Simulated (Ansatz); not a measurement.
BaH2:

```
Ba H
1.0
     4.46203    0.00000    0.00000
    -2.23101    3.86423    0.00000
     0.00000    0.00000    6.05529
Ba H
2 4
Direct
  0.33333 0.66667 0.25000
  0.66667 0.33333 0.75000
  0.00000 0.00000 0.00000
  0.00000 0.00000 0.50000
  0.66667 0.33333 0.25000
  0.33333 0.66667 0.75000
```

The cell comes from a database or a generator and needn't be the stable form of this composition.

| Quantity | Value |
| --- | --- |
| Program | Ansatz 0.2.0 |
| Task | relaxation of cell and atoms |
| Functional | BLYP |
| Potentials or basis | Ansatz PAW |
| Cutoff | 420 eV (not typed: the program's choice for these potentials) |
| k mesh | 7 × 7 × 5 |
| Occupations | fermi-dirac, width 0.05 eV |
| Spin | no spin polarisation |

At the start: volume 17.40 Å³/atom.

Problem. Where does the relaxation end?

Solution. It ends after 8 steps and the volume is 18.33 Å³/atom (+5.3 %); space group P6_3/mmc (No. 194, to 0.05 Å).

The path:
```tsv
step	energy change (eV)	largest force (eV/Å)	volume (Å³)
1	0.0000	0.0000	104.41
2	-0.0164	0.0000	110.43
3	-0.0224	0.0000	109.54
4	-0.0232	0.0000	109.60
5	-0.0232	0.0000	109.78
6	-0.0269	0.0000	109.78
7	-0.0268	0.0000	109.95
8	-0.0269	0.0000	109.95
```

Final structure:
```yaml
crystal:
  lattice:
    - [4.47268, 0.00000, 0.00000]
    - [-2.23634, 3.87346, 0.00000]
    - [0.00000, 0.00000, 6.34669]
  atoms:
    - { symbol: Ba, position: [0.33333, 0.66667, 0.25000] }
    - { symbol: Ba, position: [0.66667, 0.33333, 0.75000] }
    - { symbol: H, position: [0.00000, 0.00000, 0.00000] }
    - { symbol: H, position: [0.00000, 0.00000, 0.50000] }
    - { symbol: H, position: [0.66667, 0.33333, 0.25000] }
    - { symbol: H, position: [0.33333, 0.66667, 0.75000] }
```

Caveat: the plane-wave basis is chosen anew once the cell has moved, so the energies of steps on either side of that aren't comparable; the PAW data sets come from PBE, with cores solved anew for the run's functional, which leaves a small shift of forces and pressure.
